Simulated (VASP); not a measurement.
# HfN (P6_3/mmc) in VASP: notebook, part 6 of 8

VASP 6.6.1. The steps go on from the part before.

## Step 60: Equation of state, PBE, 11.86 Å³/atom

INCAR

```
SYSTEM = HfN
PREC = Accurate ; ENCUT = 460
EDIFF = 1E-5 ; ISMEAR = 0
SIGMA = 0.05 ; LREAL = .FALSE.
LASPH = .TRUE. ; NELM = 100
ALGO = Normal ; ISIF = 2
LWAVE = .FALSE. ; LCHARG = .FALSE.
GGA = PE ; ADDGRID = .FALSE.
```

KPOINTS

```
regular mesh
0
G
  5 5 3
  0 0 0
```

POSCAR

```
HfN
1.0
    3.1649388323      0.0000000000      0.0000000000
   -1.5824694162      2.7409174302      0.0000000000
    0.0000000000      0.0000000000      5.4704025717
Hf N
2 2
Direct
    0.3333333333      0.6666666667      0.2500000000
    0.6666666667      0.3333333333      0.7500000000
    0.0000000000      0.0000000000      0.5000000000
    0.0000000000      0.0000000000      0.0000000000
```

Potentials or basis: VASP PAW PBE potentials, release 64 (Hf_pv, N).

The run is started by

```
$ cat potpaw_PBE.64/Hf_pv/POTCAR potpaw_PBE.64/N/POTCAR > POTCAR
$ mpirun -np 1 vasp_std > vasp.out
```

It used 8.5 s of CPU time on 1 thread of Intel(R) Xeon(R) Platinum 8488C (Sapphire Rapids) (shared host), which was overloaded at the time.

The run converged, but some of its settings lie outside the range that counts as converged, so its numbers aren't taken as properties of the crystal.

Results:

* Free energy: -43.4513 eV
* Pressure: -4.6 GPa
* Band gap on the k mesh: none (metal or under the smearing width)

Caveat: the k mesh is coarse (spacing up to 0.46 Å⁻¹), so the values aren't converged; the cutoff is under 1.25 times the usual one of these potentials, so pressure, stress and relaxed cells hold a basis-set (Pulay) error.

## Step 61: Equation of state, PBE, 11.17 Å³/atom

INCAR

```
SYSTEM = HfN
PREC = Accurate ; ENCUT = 460
EDIFF = 1E-6 ; ISMEAR = 0
SIGMA = 0.05 ; LREAL = .FALSE.
LASPH = .TRUE. ; NELM = 100
ALGO = Normal ; ISIF = 2
LWAVE = .FALSE. ; LCHARG = .FALSE.
GGA = PE ; ADDGRID = .TRUE.
```

KPOINTS is that of step 60.

POSCAR

```
HfN
1.0
    3.1022502209      0.0000000000      0.0000000000
   -1.5511251105      2.6866275002      0.0000000000
    0.0000000000      0.0000000000      5.3620491535
Hf N
2 2
Direct
    0.3333333333      0.6666666667      0.2500000000
    0.6666666667      0.3333333333      0.7500000000
    0.0000000000      0.0000000000      0.5000000000
    0.0000000000      0.0000000000      0.0000000000
```

The run is started by

```
$ cat potpaw_PBE.64/Hf_pv/POTCAR potpaw_PBE.64/N/POTCAR > POTCAR
$ mpirun -np 1 vasp_std > vasp.out
```

Run time: 23 s. Hardware: 1 thread of Intel Xeon Platinum 8488C (Sapphire Rapids), shared host; peak memory 0.23 GiB.

The run converged, but some of its settings lie outside the range that counts as converged, so its numbers aren't taken as properties of the crystal.

Results:

```
Free energy            : -43.3823 eV
Pressure               : 12.2 GPa
Band gap on the k mesh : none (metal or under the smearing width)
```

Caveat: the k mesh is coarse (spacing up to 0.47 Å⁻¹), so the values aren't converged; the cutoff is under 1.25 times the usual one of these potentials, so pressure, stress and relaxed cells hold a basis-set (Pulay) error.

## Step 62: Equation of state, PBE, 11.86 Å³/atom

INCAR is that of step 61.

KPOINTS is that of step 61.

POSCAR

```
HfN
1.0
    3.1649388323      0.0000000000      0.0000000000
   -1.5824694162      2.7409174302      0.0000000000
    0.0000000000      0.0000000000      5.4704025717
Hf N
2 2
Direct
    0.3333333333      0.6666666667      0.2500000000
    0.6666666667      0.3333333333      0.7500000000
    0.0000000000      0.0000000000      0.5000000000
    0.0000000000      0.0000000000      0.0000000000
```

The run is started by

```
$ cat potpaw_PBE.64/Hf_pv/POTCAR potpaw_PBE.64/N/POTCAR > POTCAR
$ mpirun -np 1 vasp_std > vasp.out
```

It took 22 s on 1 thread of Intel Xeon Platinum 8488C (Sapphire Rapids), shared host; peak memory 0.23 GiB.

These settings aren't checked as converged: the numbers below hold their error.

Results:

```
Free energy            : -43.4513 eV
Pressure               : -4.7 GPa
Band gap on the k mesh : none (metal or under the smearing width)
```

Caveat: the k mesh is coarse (spacing up to 0.46 Å⁻¹), so the values aren't converged; the cutoff is under 1.25 times the usual one of these potentials, so pressure, stress and relaxed cells hold a basis-set (Pulay) error.

## Step 63: Equation of state, PBE, 11.17 Å³/atom

INCAR

```
SYSTEM = HfN
PREC = Accurate ; ENCUT = 460
EDIFF = 1E-6 ; ISMEAR = 0
SIGMA = 0.05 ; LREAL = .FALSE.
LASPH = .FALSE. ; NELM = 100
ALGO = Normal ; ISIF = 2
LWAVE = .FALSE. ; LCHARG = .FALSE.
GGA = PE ; ADDGRID = .FALSE.
```

KPOINTS is that of step 62.

POSCAR

```
HfN
1.0
    3.1022502209      0.0000000000      0.0000000000
   -1.5511251105      2.6866275002      0.0000000000
    0.0000000000      0.0000000000      5.3620491535
Hf N
2 2
Direct
    0.3333333333      0.6666666667      0.2500000000
    0.6666666667      0.3333333333      0.7500000000
    0.0000000000      0.0000000000      0.5000000000
    0.0000000000      0.0000000000      0.0000000000
```

Potentials or basis: VASP PAW PBE potentials, release 64 (Hf_pv, N).

The run is started by

```
$ cat potpaw_PBE.64/Hf_pv/POTCAR potpaw_PBE.64/N/POTCAR > POTCAR
$ mpirun -np 1 vasp_std > vasp.out
```

It used 7.4 s of CPU time on 1 thread of Intel(R) Xeon(R) Platinum 8488C (Sapphire Rapids), with other jobs on the host, which was overloaded at the time.

The run converged, but some of its settings lie outside the range that counts as converged, so its numbers aren't taken as properties of the crystal.

What came out:

- Free energy: -43.3821 eV
- Pressure: 12.2 GPa
- Band gap on the k mesh: none (metal or under the smearing width)

Caveat: the k mesh is coarse (spacing up to 0.47 Å⁻¹), so the values aren't converged; the cutoff is under 1.25 times the usual one of these potentials, so pressure, stress and relaxed cells hold a basis-set (Pulay) error.

## Step 64: Equation of state, PBE, 11.86 Å³/atom

INCAR is that of step 63.

KPOINTS is that of step 63.

POSCAR

```
HfN
1.0
    3.1649388323      0.0000000000      0.0000000000
   -1.5824694162      2.7409174302      0.0000000000
    0.0000000000      0.0000000000      5.4704025717
Hf N
2 2
Direct
    0.3333333333      0.6666666667      0.2500000000
    0.6666666667      0.3333333333      0.7500000000
    0.0000000000      0.0000000000      0.5000000000
    0.0000000000      0.0000000000      0.0000000000
```

The run is started by

```
$ cat potpaw_PBE.64/Hf_pv/POTCAR potpaw_PBE.64/N/POTCAR > POTCAR
$ mpirun -np 1 vasp_std > vasp.out
```

Wall time 11 s (1 thread of Intel Xeon Platinum 8488C (Sapphire Rapids), shared host); peak memory 0.15 GiB.

These settings aren't checked as converged: the numbers below hold their error.

What came out:

```
Free energy            : -43.4511 eV
Pressure               : -4.7 GPa
Band gap on the k mesh : none (metal or under the smearing width)
```

Caveat: the k mesh is coarse (spacing up to 0.46 Å⁻¹), so the values aren't converged; the cutoff is under 1.25 times the usual one of these potentials, so pressure, stress and relaxed cells hold a basis-set (Pulay) error.

## Step 65: Equation of state, PBE, 11.17 Å³/atom

INCAR

```
SYSTEM = HfN
PREC = Normal ; ENCUT = 460
EDIFF = 1E-4 ; ISMEAR = 0
SIGMA = 0.05 ; LREAL = Auto
LASPH = .TRUE. ; NELM = 100
ALGO = Normal ; ISIF = 2
LWAVE = .FALSE. ; LCHARG = .FALSE.
GGA = PE ; ADDGRID = .FALSE.
```

KPOINTS is that of step 64.

POSCAR

```
HfN
1.0
    3.1022502209      0.0000000000      0.0000000000
   -1.5511251105      2.6866275002      0.0000000000
    0.0000000000      0.0000000000      5.3620491535
Hf N
2 2
Direct
    0.3333333333      0.6666666667      0.2500000000
    0.6666666667      0.3333333333      0.7500000000
    0.0000000000      0.0000000000      0.5000000000
    0.0000000000      0.0000000000      0.0000000000
```

The run is started by

```
$ cat potpaw_PBE.64/Hf_pv/POTCAR potpaw_PBE.64/N/POTCAR > POTCAR
$ mpirun -np 1 vasp_std > vasp.out
```

It used 5.3 s of CPU time on 1 thread of Intel(R) Xeon(R) Platinum 8488C (Sapphire Rapids), with other jobs on the host, which was overloaded at the time.

These settings aren't checked as converged: the numbers below hold their error.

What came out:

```yaml
Free_energy: -43.3854 eV
Pressure: 12.3 GPa
Band_gap_on_the_k_mesh: none (metal or under the smearing width)
```

Caveat: the k mesh is coarse (spacing up to 0.47 Å⁻¹), so the values aren't converged; the cutoff is under 1.25 times the usual one of these potentials, so pressure, stress and relaxed cells hold a basis-set (Pulay) error.

## Step 66: Equation of state, PBE, 11.86 Å³/atom

INCAR is that of step 65.

KPOINTS is that of step 65.

POSCAR

```
HfN
1.0
    3.1649388323      0.0000000000      0.0000000000
   -1.5824694162      2.7409174302      0.0000000000
    0.0000000000      0.0000000000      5.4704025717
Hf N
2 2
Direct
    0.3333333333      0.6666666667      0.2500000000
    0.6666666667      0.3333333333      0.7500000000
    0.0000000000      0.0000000000      0.5000000000
    0.0000000000      0.0000000000      0.0000000000
```

Potentials or basis: VASP PAW PBE potentials, release 64 (Hf_pv, N).

The run is started by

```
$ cat potpaw_PBE.64/Hf_pv/POTCAR potpaw_PBE.64/N/POTCAR > POTCAR
$ mpirun -np 1 vasp_std > vasp.out
```

It took 9.7 s on 1 thread of Intel Xeon Platinum 8488C (Sapphire Rapids), shared host; peak memory 0.13 GiB.

These settings aren't checked as converged: the numbers below hold their error.

What came out:

- Free energy: -43.4521 eV
- Pressure: -4.8 GPa
- Band gap on the k mesh: none (metal or under the smearing width)

Caveat: the k mesh is coarse (spacing up to 0.46 Å⁻¹), so the values aren't converged; the cutoff is under 1.25 times the usual one of these potentials, so pressure, stress and relaxed cells hold a basis-set (Pulay) error.

## Step 67: Equation of state, PBE, 11.17 Å³/atom

INCAR

```
SYSTEM = HfN
PREC = Accurate ; ENCUT = 400
EDIFF = 1E-6 ; ISMEAR = 0
SIGMA = 0.05 ; LREAL = .FALSE.
LASPH = .TRUE. ; NELM = 100
ALGO = Normal ; ISIF = 2
LWAVE = .FALSE. ; LCHARG = .FALSE.
GGA = PE ; ADDGRID = .FALSE.
```

KPOINTS

```
regular mesh
0
G
  6 6 3
  0 0 0
```

POSCAR

```
HfN
1.0
    3.1022502209      0.0000000000      0.0000000000
   -1.5511251105      2.6866275002      0.0000000000
    0.0000000000      0.0000000000      5.3620491535
Hf N
2 2
Direct
    0.3333333333      0.6666666667      0.2500000000
    0.6666666667      0.3333333333      0.7500000000
    0.0000000000      0.0000000000      0.5000000000
    0.0000000000      0.0000000000      0.0000000000
```

The run is started by

```
$ cat potpaw_PBE.64/Hf_pv/POTCAR potpaw_PBE.64/N/POTCAR > POTCAR
$ mpirun -np 1 vasp_std > vasp.out
```

It used 6.4 s of CPU time on 1 thread of Intel(R) Xeon(R) Platinum 8488C (Sapphire Rapids), on a shared host, which was overloaded at the time.

These settings aren't checked as converged: the numbers below hold their error.

Results:

- Free energy: -43.3348 eV
- Band gap on the k mesh: none (metal or under the smearing width)

Caveat: the k mesh is coarse (spacing up to 0.39 Å⁻¹), so the values aren't converged; the cutoff is under 1.25 times the usual one of these potentials, so pressure, stress and relaxed cells hold a basis-set (Pulay) error.

## Step 68: Equation of state, PBE, 11.86 Å³/atom

INCAR is that of step 67.

KPOINTS is that of step 67.

POSCAR

```
HfN
1.0
    3.1649388323      0.0000000000      0.0000000000
   -1.5824694162      2.7409174302      0.0000000000
    0.0000000000      0.0000000000      5.4704025717
Hf N
2 2
Direct
    0.3333333333      0.6666666667      0.2500000000
    0.6666666667      0.3333333333      0.7500000000
    0.0000000000      0.0000000000      0.5000000000
    0.0000000000      0.0000000000      0.0000000000
```

The run is started by

```
$ cat potpaw_PBE.64/Hf_pv/POTCAR potpaw_PBE.64/N/POTCAR > POTCAR
$ mpirun -np 1 vasp_std > vasp.out
```

Run time: 11 s. Hardware: 1 thread of Intel Xeon Platinum 8488C (Sapphire Rapids), shared host; peak memory 0.14 GiB.

These settings aren't checked as converged: the numbers below hold their error.

Results:

```
Free energy            : -43.4058 eV
Band gap on the k mesh : none (metal or under the smearing width)
```

Caveat: the k mesh is coarse (spacing up to 0.38 Å⁻¹), so the values aren't converged; the cutoff is under 1.25 times the usual one of these potentials, so pressure, stress and relaxed cells hold a basis-set (Pulay) error.

## Step 69: Equation of state, PBE, 11.17 Å³/atom

Changes to INCAR since step 68:

```diff
@@ -1,3 +1,3 @@
 SYSTEM = HfN
-PREC = Accurate ; ENCUT = 400
+PREC = Accurate ; ENCUT = 520
 EDIFF = 1E-6 ; ISMEAR = 0
```

KPOINTS

```
regular mesh
0
G
  5 5 3
  0 0 0
```

POSCAR

```
HfN
1.0
    3.1022502209      0.0000000000      0.0000000000
   -1.5511251105      2.6866275002      0.0000000000
    0.0000000000      0.0000000000      5.3620491535
Hf N
2 2
Direct
    0.3333333333      0.6666666667      0.2500000000
    0.6666666667      0.3333333333      0.7500000000
    0.0000000000      0.0000000000      0.5000000000
    0.0000000000      0.0000000000      0.0000000000
```

Potentials or basis: VASP PAW PBE potentials, release 64 (Hf_pv, N).

The run is started by

```
$ cat potpaw_PBE.64/Hf_pv/POTCAR potpaw_PBE.64/N/POTCAR > POTCAR
$ mpirun -np 1 vasp_std > vasp.out
```

Run time: 10 s. Hardware: 1 thread of Intel Xeon Platinum 8488C (Sapphire Rapids), shared host; peak memory 0.15 GiB.

These settings aren't checked as converged: the numbers below hold their error.

What came out:

```
Free energy            : -43.3785 eV
Pressure               : 12.7 GPa
Band gap on the k mesh : none (metal or under the smearing width)
```

Caveat: the k mesh is coarse (spacing up to 0.47 Å⁻¹), so the values aren't converged.

## Step 70: Equation of state, PBE, 11.86 Å³/atom

INCAR is that of step 69.

KPOINTS is that of step 69.

POSCAR

```
HfN
1.0
    3.1649388323      0.0000000000      0.0000000000
   -1.5824694162      2.7409174302      0.0000000000
    0.0000000000      0.0000000000      5.4704025717
Hf N
2 2
Direct
    0.3333333333      0.6666666667      0.2500000000
    0.6666666667      0.3333333333      0.7500000000
    0.0000000000      0.0000000000      0.5000000000
    0.0000000000      0.0000000000      0.0000000000
```

The run is started by

```
$ cat potpaw_PBE.64/Hf_pv/POTCAR potpaw_PBE.64/N/POTCAR > POTCAR
$ mpirun -np 1 vasp_std > vasp.out
```

Run time: 11 s. Hardware: 1 thread of Intel Xeon Platinum 8488C (Sapphire Rapids), shared host; peak memory 0.15 GiB.

These settings aren't checked as converged: the numbers below hold their error.

What came out:

| Property | Result |
| --- | --- |
| Free energy | -43.4468 eV |
| Pressure | -4.2 GPa |
| Band gap on the k mesh | none (metal or under the smearing width) |

Caveat: the k mesh is coarse (spacing up to 0.46 Å⁻¹), so the values aren't converged.

## Step 71: Equation of state, PBE, 11.17 Å³/atom

Changes to INCAR since step 70:

```diff
@@ -1,3 +1,3 @@
 SYSTEM = HfN
-PREC = Accurate ; ENCUT = 520
+PREC = Accurate ; ENCUT = 280
 EDIFF = 1E-6 ; ISMEAR = 0
```

KPOINTS

```
regular mesh
0
G
  7 7 4
  0 0 0
```

POSCAR

```
HfN
1.0
    3.1022502209      0.0000000000      0.0000000000
   -1.5511251105      2.6866275002      0.0000000000
    0.0000000000      0.0000000000      5.3620491535
Hf N
2 2
Direct
    0.3333333333      0.6666666667      0.2500000000
    0.6666666667      0.3333333333      0.7500000000
    0.0000000000      0.0000000000      0.5000000000
    0.0000000000      0.0000000000      0.0000000000
```

The run is started by

```
$ cat potpaw_PBE.64/Hf_pv/POTCAR potpaw_PBE.64/N/POTCAR > POTCAR
$ mpirun -np 1 vasp_std > vasp.out
```

It took 13 s on 1 thread of Intel Xeon Platinum 8488C (Sapphire Rapids), shared host; peak memory 0.12 GiB.

The run converged, but a check on its numbers failed (symmetry, net force, bounds or a known fault of this set-up), so they aren't taken as properties of the crystal.

Caveat: the cutoff lies under the usual one of these potentials, so the numbers hold a large basis-set error.

## Step 72: Equation of state, PBE, 11.86 Å³/atom

INCAR is that of step 71.

KPOINTS is that of step 71.

POSCAR

```
HfN
1.0
    3.1649388323      0.0000000000      0.0000000000
   -1.5824694162      2.7409174302      0.0000000000
    0.0000000000      0.0000000000      5.4704025717
Hf N
2 2
Direct
    0.3333333333      0.6666666667      0.2500000000
    0.6666666667      0.3333333333      0.7500000000
    0.0000000000      0.0000000000      0.5000000000
    0.0000000000      0.0000000000      0.0000000000
```

Potentials or basis: VASP PAW PBE potentials, release 64 (Hf_pv, N).

The run is started by

```
$ cat potpaw_PBE.64/Hf_pv/POTCAR potpaw_PBE.64/N/POTCAR > POTCAR
$ mpirun -np 1 vasp_std > vasp.out
```

Wall time 15 s (1 thread of Intel Xeon Platinum 8488C (Sapphire Rapids), shared host); peak memory 0.12 GiB.

The run converged, but a check on its numbers failed (symmetry, net force, bounds or a known fault of this set-up), so they aren't taken as properties of the crystal.

Caveat: the cutoff lies under the usual one of these potentials, so the numbers hold a large basis-set error.

## Step 73: Equation of state, PBE, 11.17 Å³/atom

Changes to INCAR since step 72:

```diff
@@ -1,3 +1,3 @@
 SYSTEM = HfN
-PREC = Accurate ; ENCUT = 280
+PREC = Accurate ; ENCUT = 460
 EDIFF = 1E-6 ; ISMEAR = 0
```

KPOINTS

```
regular mesh
0
G
  6 6 3
  0 0 0
```

POSCAR

```
HfN
1.0
    3.1022502209      0.0000000000      0.0000000000
   -1.5511251105      2.6866275002      0.0000000000
    0.0000000000      0.0000000000      5.3620491535
Hf N
2 2
Direct
    0.3333333333      0.6666666667      0.2500000000
    0.6666666667      0.3333333333      0.7500000000
    0.0000000000      0.0000000000      0.5000000000
    0.0000000000      0.0000000000      0.0000000000
```

The run is started by

```
$ cat potpaw_PBE.64/Hf_pv/POTCAR potpaw_PBE.64/N/POTCAR > POTCAR
$ mpirun -np 1 vasp_std > vasp.out
```

Run time: 16 s. Hardware: 1 thread of Intel Xeon Platinum 8488C (Sapphire Rapids), shared host; peak memory 0.16 GiB.

The run converged, but some of its settings lie outside the range that counts as converged, so its numbers aren't taken as properties of the crystal.

What came out:

| Quantity | Value |
| --- | --- |
| Free energy | -43.3394 eV |
| Pressure | 12.2 GPa |
| Band gap on the k mesh | none (metal or under the smearing width) |

Caveat: the k mesh is coarse (spacing up to 0.39 Å⁻¹), so the values aren't converged; the cutoff is under 1.25 times the usual one of these potentials, so pressure, stress and relaxed cells hold a basis-set (Pulay) error.

## Step 74: Equation of state, PBE, 11.86 Å³/atom

INCAR is that of step 73.

KPOINTS is that of step 73.

POSCAR

```
HfN
1.0
    3.1649388323      0.0000000000      0.0000000000
   -1.5824694162      2.7409174302      0.0000000000
    0.0000000000      0.0000000000      5.4704025717
Hf N
2 2
Direct
    0.3333333333      0.6666666667      0.2500000000
    0.6666666667      0.3333333333      0.7500000000
    0.0000000000      0.0000000000      0.5000000000
    0.0000000000      0.0000000000      0.0000000000
```

The run is started by

```
$ cat potpaw_PBE.64/Hf_pv/POTCAR potpaw_PBE.64/N/POTCAR > POTCAR
$ mpirun -np 1 vasp_std > vasp.out
```

Run time: 14 s. Hardware: 1 thread of Intel Xeon Platinum 8488C (Sapphire Rapids), shared host; peak memory 0.15 GiB.

These settings aren't checked as converged: the numbers below hold their error.

Results:

| Item | Value |
| --- | --- |
| Free energy | -43.4084 eV |
| Pressure | -4.7 GPa |
| Band gap on the k mesh | none (metal or under the smearing width) |

Caveat: the k mesh is coarse (spacing up to 0.38 Å⁻¹), so the values aren't converged; the cutoff is under 1.25 times the usual one of these potentials, so pressure, stress and relaxed cells hold a basis-set (Pulay) error.

## Step 75: Equation of state, PBE, 11.17 Å³/atom

Changes to INCAR since step 74:

```diff
@@ -1,3 +1,3 @@
 SYSTEM = HfN
-PREC = Accurate ; ENCUT = 460
+PREC = Accurate ; ENCUT = 340
 EDIFF = 1E-6 ; ISMEAR = 0
```

KPOINTS

```
regular mesh
0
G
  7 7 4
  0 0 0
```

POSCAR

```
HfN
1.0
    3.1022502209      0.0000000000      0.0000000000
   -1.5511251105      2.6866275002      0.0000000000
    0.0000000000      0.0000000000      5.3620491535
Hf N
2 2
Direct
    0.3333333333      0.6666666667      0.2500000000
    0.6666666667      0.3333333333      0.7500000000
    0.0000000000      0.0000000000      0.5000000000
    0.0000000000      0.0000000000      0.0000000000
```

Potentials or basis: VASP PAW PBE potentials, release 64 (Hf_pv, N).

The run is started by

```
$ cat potpaw_PBE.64/Hf_pv/POTCAR potpaw_PBE.64/N/POTCAR > POTCAR
$ mpirun -np 1 vasp_std > vasp.out
```

Wall time 14 s (1 thread of Intel Xeon Platinum 8488C (Sapphire Rapids), shared host); peak memory 0.14 GiB.

The run converged, but a check on its numbers failed (symmetry, net force, bounds or a known fault of this set-up), so they aren't taken as properties of the crystal.

Caveat: the cutoff lies under the usual one of these potentials, so the numbers hold a large basis-set error.

## Step 76: Equation of state, PBE, 11.86 Å³/atom

INCAR is that of step 75.

KPOINTS is that of step 75.

POSCAR

```
HfN
1.0
    3.1649388323      0.0000000000      0.0000000000
   -1.5824694162      2.7409174302      0.0000000000
    0.0000000000      0.0000000000      5.4704025717
Hf N
2 2
Direct
    0.3333333333      0.6666666667      0.2500000000
    0.6666666667      0.3333333333      0.7500000000
    0.0000000000      0.0000000000      0.5000000000
    0.0000000000      0.0000000000      0.0000000000
```

The run is started by

```
$ cat potpaw_PBE.64/Hf_pv/POTCAR potpaw_PBE.64/N/POTCAR > POTCAR
$ mpirun -np 1 vasp_std > vasp.out
```

Wall time 14 s (1 thread of Intel Xeon Platinum 8488C (Sapphire Rapids), shared host); peak memory 0.13 GiB.

The run converged, but a check on its numbers failed (symmetry, net force, bounds or a known fault of this set-up), so they aren't taken as properties of the crystal.

Caveat: the cutoff lies under the usual one of these potentials, so the numbers hold a large basis-set error.

[end of part 6 of 8]
